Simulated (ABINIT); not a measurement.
Runs of ABINIT 10.8.3 (patched build) on Ti. It takes space group P6_3/mmc (No. 194, hexagonal). Conventional cell: a = 2.950 Å, b = 2.950 Å, c = 4.680 Å, α = 90.00°, β = 90.00°, γ = 120.00°. Ti (site symmetry -6m2) is surrounded by 12 Ti at 2.89 to 2.95 Å. 

| task | level | potentials or basis | k mesh | cutoff (eV) | fine-grid cutoff | mesh quality | gap on the mesh (eV) | pressure (GPa) | V0 of scaled cells (Å³/atom) | B0 (GPa) |
| --- | --- | --- | --- | --- | --- | --- | --- | --- | --- | --- |
| equation of state | revPBE | JTH PAW PBE v2.0 | 10 × 10 × 6 | 408 | 816.342 eV | not flagged | - | - | 17.80 | (b) |
| band structure | LDA-PZ | JTH PAW LDA v2.0 | 10 × 10 × 6 | 408 | 816.342 eV | not flagged | none | -9.5 | - | - |
| single point | r2SCAN | JTH PAW PBE v2.0 | 8 × 8 × 5 | 490 | 979.61 eV | not flagged | none | -2.8 | - | - |
| equation of state | RPBE | JTH PAW PBE v2.0 | 10 × 10 × 6 | 408 | 816.342 eV | not flagged | - | - | 17.93 | 105 |
| single point | r2SCAN | JTH PAW PBE v2.0 | 4 × 4 × 2 | 490 | 979.61 eV | coarse | none | -2.8 | - | - |
| equation of state | rPW86PBE | JTH PAW PBE v2.0 | 10 × 10 × 6 | 408 | 816.342 eV | not flagged | - | - | 17.81 | (a) |
| band structure | LDA | JTH PAW LDA v2.0 | 10 × 10 × 6 | 408 | 816.342 eV | not flagged | none | -9.5 | - | - |

Alike in all rows: no spin polarisation; cell as given; smearing fermi-dirac 0.05 eV.

Task: Estimate the missing entries.

Result: (a) 109; (b) 107.

Caveats: some runs use coarse meshes; the PAW data sets were made with another functional, which shifts forces and pressure a little (some runs); pressures at fixed basis lie under the slope of the energies (some runs); the cell was scaled at fixed shape and fractional positions, which overstates the stiffness of a crystal with free parameters, most of all of layers and chains (some runs).

A gap of «none» marks a metal or a gap under the smearing width.

Runs at the PBE level aren't shown here.
